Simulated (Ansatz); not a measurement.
# Bi (Im-3m) in Ansatz: convergence with n extra bands

Aim: find how far n extra bands must go before the results for Bi settle, at LDA. This setting moves, with any that are tied to it; all else stays.

Everything below comes from runs of Ansatz 0.2.0. Logs are shortened: lines on timing, memory, paths and dates and some standing lists are left out, and cuts for length are marked.

## Step 1: The crystal as given

Symmetry: Im-3m, No. 229, cubic system. Conventional cell: a = 3.963 Å, b = 3.963 Å, c = 3.963 Å, α = 90.00°, β = 90.00°, γ = 90.00°. Around Bi (site symmetry m-3m) lie 8 Bi at 3.43 Å.

This isn't the form of Bi at room conditions, which is rhombohedral.

## Step 2: With n extra bands 1

The input, input.yaml:

```yaml
crystal:
  lattice:
    - [-1.9814305318, 1.9814305318, 1.9814305318]
    - [1.9814305318, -1.9814305318, 1.9814305318]
    - [1.9814305318, 1.9814305318, -1.9814305318]
  atoms:
    - { symbol: Bi, position: [0.0, 0.0, 0.0] }
kpoints:
  mp_grid: { grid: [9, 9, 9] }
scf:
  occupations: { method: fermi_dirac, width: 0.05 }
  n_extra_bands: 1
hamiltonian:
  xc: lda
  pseudopotentials: { kind: all_electron, lapw: { basis_error: 0.001 } }
output:
  forces: true
  stress: true
  eigenvalues: true
```

Potentials or basis: all-electron LAPW, scalar-relativistic.

Command:

```sh
$ ansatz run input.yaml --threads 1 --pin off --max-ram 3072MiB --backend cpu --events-out ev --progress --plain --runs-dir out
```

Output:

```text
Warning: RAYON_NUM_THREADS=1 ignored (pool sized by the plan → 1); use --threads N
LAPW: plane waves up to 6.472 Å⁻¹, error target 1.0e-3 eV per atom; small_component_spin mean_spin; Bi in spheres of 1.716 Å, 37 of its electrons in bands, Dirac shells [] (how accurate: hamiltonian.pseudopotentials.lapw.basis_error, Limitations)
scf.n_extra_bands = 1 over 19 filled bands (N_el = 37.0): the run solves 20 bands
Engine: ansatz 0.2.0, x86_64-unknown-linux-gnu
Pseudopotentials: kind: all_electron
Pseudopotential: Bi, LAPW, valence charge 37, lapw/all_electron/scalar/gaussian/Bi, Koelling and Harmon's equation, gaussian nucleus
Functional definition: SPW92
  exchange = slater_x
  correlation = pw_c
Crystal: 1 atoms, lattice volume = 31.117 Å³
Basis set: ecut = 159.58119677587672 eV, 141 PW (Γ), exchange–correlation at level 2
Bands: 20, of which v1, the nominal top of the filled ones, is band 19 counted from 1 (18 counted from 0)
Symmetry: 48 space group operations
Space group: Im-3m (ITA 229), of the structure as read, at distance tolerance 3.1e-5 Å
k-points: 35 of 729
Non-local potential: Bi, projectors of the file, none
Initial density: superposition of atomic densities (chi_scale 0.1, normalization cell)
Initial wavefunctions: plane waves of lowest kinetic energy (no species holds an atomic orbital)
Functional: x = slater, c = lda
iter 1 solved again at ethr=1.13e-5 eV; its pass at ethr=1.00e-1 eV (dr2=4.18e-3 eV) is discarded
SCF iter   1: F=—  HF=-585395.422119 eV  |F-HF|=—  |Δ(HF+E_count)|=         —  Δρ=4.63e-3  dr2=4.20e-3  ethr=1.13e-5  ⟨swp⟩=3.7  Hψ=4566  notcnv=0
preconditioner: auto → Kerker (q_TF=auto, 2.808 Å⁻¹)  [metal: Δε(μ)=0.221 eV  Ē_g=19.058 eV  σ=0.050 eV  W_gap=0.49  n_scr=12 (ndim 8)  ℏωp=25.8 eV  f_vac=0.000  D(μ)=0.54/eV (n_scr^D=0)]
SCF iter   2: F=—  HF=-585395.413251 eV  |F-HF|=—  |Δ(HF+E_count)|=   8.87e-3  Δρ=2.87e-3  dr2=1.82e-3  ethr=1.13e-5  ⟨swp⟩=2.0  Hψ=2193  notcnv=0
preconditioner: auto → none  [insulator: Δε(μ)=0.239 eV  Ē_g=19.188 eV  σ=0.050 eV  W_gap=0.51  n_scr=12 (ndim 8)  ℏωp=25.8 eV  f_vac=0.000  D(μ)=0.54/eV (n_scr^D=0)  ε∞_Penn≈2.8]
SCF iter   3: F=—  HF=-585395.412798 eV  |F-HF|=—  |Δ(HF+E_count)|=   4.54e-4  Δρ=1.00e-3  dr2=2.34e-4  ethr=4.91e-6  ⟨swp⟩=2.0  Hψ=2191  notcnv=0
iter 4 solved again at ethr=3.61e-8 eV; its pass at ethr=6.32e-7 eV (dr2=1.34e-5 eV) is discarded
SCF iter   4: F=—  HF=-585395.412787 eV  |F-HF|=—  |Δ(HF+E_count)|=   1.05e-5  Δρ=2.29e-4  dr2=1.34e-5  ethr=3.61e-8  ⟨swp⟩=2.0  Hψ=3682  notcnv=0
SCF iter   5: F=—  HF=-585395.412789 eV  |F-HF|=—  |Δ(HF+E_count)|=   1.93e-6  Δρ=2.80e-5  dr2=2.15e-7  ethr=3.61e-8  ⟨swp⟩=2.0  Hψ=2191  notcnv=0
SCF iter   6: F=-585395.412789 eV  HF=-585395.412789 eV  |F-HF|=1.16e-10  |Δ(HF+E_count)|=   1.14e-7  Δρ=1.08e-6  dr2=2.86e-10  ethr=5.81e-10  ⟨swp⟩=2.9  Hψ=2242  notcnv=0
SCF 1 converged in 6 iterations: F = -585395.412789 eV  dr2 = 2.86e-10
SCF converged after 6 iterations
Free energy (F): -585395.412789 eV
Harris-Foulkes:  -585395.412789 eV  (|F-HF|=1.16e-10)
Internal energy: -585395.408701 eV  (E = F + TS)
E sigma→0 (E₀):  -585395.410745 eV
Entropy (-TS):   -0.004088 eV (-4.088 meV/atom)
Fermi energy:    15.519663 eV
--- Per-component energies (eV) ---
  E_band       = -2618.737641
  E_kinetic    = 677476.643740
  E_xc         = -10492.403914
  E_electrostatic = -1252379.648527  (all electrons and nuclei)
  E_smearing   = -0.004088  (= −TS)
  E_closure    = 0.000000  (closes the sum)
  E_atoms      = -585390.955634  (free atoms, spherical and without spin; not in F)
  Σ components = -585395.412789   (vs F -585395.412789, Δ=0.00e0)
  Basis errors (estimates in eV, not in F): energy 2.2e-4 per atom: plane waves 2.1e-4 (1.6e-4 summed), levels above the bands 3.0e-34, relativity 1.2e-8, radial functions 4.2e-6, core shells 7.7e-10; eigenvalues (radial functions only) 5.6e-7; not estimated: angular momenta, meshes, grids; target (lapw.basis_error) 1.0e-3; muffin-tin radii Bi 1.716 Å
--- Forces (eV/Å), atoms counted from 1 ---
  atom   1  Bi    -0.00000000    -0.00000000    -0.00000000
  max |Σ_I F_I| component: 6.25e-31 eV/Å
--- Stress (GPa, compression-positive) ---
       -3.284856       0.000000       0.000000
        0.000000      -3.284856       0.000000
        0.000000       0.000000      -3.284856
  P = ⅓ Tr σ = -3.2849 GPa (-32.849 kbar)
--- Band table (eV; the first three rows and the last of 35) ---
  k-point 0: bands = ["-137.8247", "-133.0722", "-133.0722", "-133.0722", "-133.0721", "-133.0721", "-133.0721", "-133.0719", "-75.9373", "-75.9373", "-75.9373", "-7.3975", "-7.3975", "-7.3975", "-7.2661", "-7.2661", "1.9627", "20.5570", "20.5570", "20.5570"]
  k-point 1: bands = ["-137.8247", "-133.0722", "-133.0722", "-133.0722", "-133.0721", "-133.0721", "-133.0721", "-133.0719", "-75.9375", "-75.9374", "-75.9373", "-7.4022", "-7.3895", "-7.3729", "-7.2715", "-7.2670", "2.1861", "18.5823", "19.9294", "20.3619"]
  k-point 2: bands = ["-137.8247", "-133.0723", "-133.0723", "-133.0722", "-133.0721", "-133.0721", "-133.0721", "-133.0719", "-75.9380", "-75.9376", "-75.9373", "-7.4141", "-7.3735", "-7.3102", "-7.2817", "-7.2693", "2.8391", "15.4877", "18.7308", "19.8595"]
  k-point 34: bands = ["-137.8246", "-133.0723", "-133.0723", "-133.0723", "-133.0721", "-133.0721", "-133.0721", "-133.0719", "-75.9387", "-75.9387", "-75.9387", "-7.4030", "-7.3985", "-7.2102", "-7.2102", "-7.2086", "6.8587", "13.5410", "13.8465", "13.8465"]
```

It took 3.4 s on 1 thread of Intel Xeon at 2.70GHz, shared host; peak memory 0.26 GiB.

What came out:

| Quantity | Value |
| --- | --- |
| Free energy | -585395.4128 eV |
| Pressure | -3.3 GPa |
| Band gap on the k mesh | none (metal or under the smearing width) |

## Step 3: With n extra bands 2

input.yaml: that of step 2 with these lines changed.

```diff
@@ -11,3 +11,3 @@
   occupations: { method: fermi_dirac, width: 0.05 }
-  n_extra_bands: 1
+  n_extra_bands: 2
 hamiltonian:
```

Potentials or basis: all-electron LAPW, scalar-relativistic.

Command:

```sh
$ ansatz run input.yaml --threads 1 --pin off --max-ram 3072MiB --backend cpu --events-out ev --progress --plain --runs-dir out
```

It took 3.3 s on 1 thread of Intel Xeon at 2.70GHz, shared host; peak memory 0.26 GiB.

What came out:

```yaml
Free_energy: -585395.4128 eV
Pressure: -3.3 GPa
Band_gap_on_the_k_mesh: none (metal or under the smearing width)
```

## Step 4: With n extra bands 4

input.yaml: that of step 3 with these lines changed.

```diff
@@ -11,3 +11,3 @@
   occupations: { method: fermi_dirac, width: 0.05 }
-  n_extra_bands: 2
+  n_extra_bands: 4
 hamiltonian:
```

Command:

```sh
$ ansatz run input.yaml --threads 1 --pin off --max-ram 3072MiB --backend cpu --events-out ev --progress --plain --runs-dir out
```

It took 3.2 s on 1 thread of Intel Xeon at 2.70GHz, shared host; peak memory 0.26 GiB.

Results:

```yaml
Free_energy: -585395.4128 eV
Pressure: -3.3 GPa
Band_gap_on_the_k_mesh: none (metal or under the smearing width)
```

## Step 5: With n extra bands 8

input.yaml: that of step 4 with these lines changed.

```diff
@@ -11,3 +11,3 @@
   occupations: { method: fermi_dirac, width: 0.05 }
-  n_extra_bands: 4
+  n_extra_bands: 8
 hamiltonian:
```

Command:

```sh
$ ansatz run input.yaml --threads 1 --pin off --max-ram 3072MiB --backend cpu --events-out ev --progress --plain --runs-dir out
```

Run time: 4.2 s. Hardware: 1 thread of Intel Xeon at 2.70GHz, shared host; peak memory 0.27 GiB.

Results:

* Free energy: -585395.4128 eV
* Pressure: -3.3 GPa
* Band gap on the k mesh: none (metal or under the smearing width)

## Step 6: With n extra bands 16

input.yaml: that of step 5 with these lines changed.

```diff
@@ -11,3 +11,3 @@
   occupations: { method: fermi_dirac, width: 0.05 }
-  n_extra_bands: 8
+  n_extra_bands: 16
 hamiltonian:
```

Potentials or basis: all-electron LAPW, scalar-relativistic.

Command:

```sh
$ ansatz run input.yaml --threads 1 --pin off --max-ram 3072MiB --backend cpu --events-out ev --progress --plain --runs-dir out
```

Wall time 6 s (1 thread of Intel Xeon at 2.70GHz, shared host); peak memory 0.28 GiB.

The run converged. Its results:

```
Free energy            : -585395.4128 eV
Pressure               : -3.3 GPa
Band gap on the k mesh : none (metal or under the smearing width)
```

## Step 7: Result

| n extra bands | energy less the tightest run, at zero smearing (meV/atom) | SCF cycles | CPU time (s) | peak memory (GiB) |
| --- | --- | --- | --- | --- |
| 1 | 0.00 | 6 | 3.4 | 0.26 |
| 2 | 0.00 | 6 | 3.3 | 0.26 |
| 4 | 0.00 | 6 | 3.2 | 0.26 |
| 8 | 0.00 | 6 | 4.1 | 0.27 |
| 16 | 0.00 | 6 | 5.9 | 0.28 |

Against the tightest run, the energy stays within 1 meV/atom from 1 on. The tightest run that finished is the yardstick and may itself not be fully converged.

Caveats: spin-orbit coupling is left out, which moves the levels of the heavy elements.
